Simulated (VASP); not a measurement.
Here is a VASP 6.6.1 calculation.

Contents of INCAR:

```
PREC = Accurate ; ENCUT = 520
EDIFF = 1E-7 ; ISMEAR = 0
SIGMA = 0.1 ; LREAL = F
LASPH = T ; NELM = 60
ALGO = Normal ; ISIF = 2
LWAVE = F ; LCHARG = F
GGA = PE ; NBANDS = 11
```

File KPOINTS:

```
Automatic mesh
0
Gamma
  20 20 20
```

The input POSCAR:

```
Ni                                      
1.0
   -0.0000000000      1.7557115533      1.7557115533
    1.7557115533      0.0000000000      1.7557115533
    1.7557115533      1.7557115533      0.0000000000
  Ni            
     1
Direct
     0.0000000000000000    0.0000000000000000    0.0000000000000000
```

Potentials or basis: VASP PAW PBE potentials, release 64 (Ni).

Run with:

```bash
$ cat potpaw_PBE.64/Ni/POTCAR > POTCAR
$ mpirun -np 1 vasp_std > vasp.out
```

Problem. Predict the pressure.

Solution. 0.0 GPa.

Problem. Estimate the band gap on the k mesh.

Solution. None (metal or under the smearing width).

Caveat: the run has no spin polarisation, though such a crystal can be magnetic. Spin polarisation is off, so any magnetic state and its effect on volume and gap are missing.
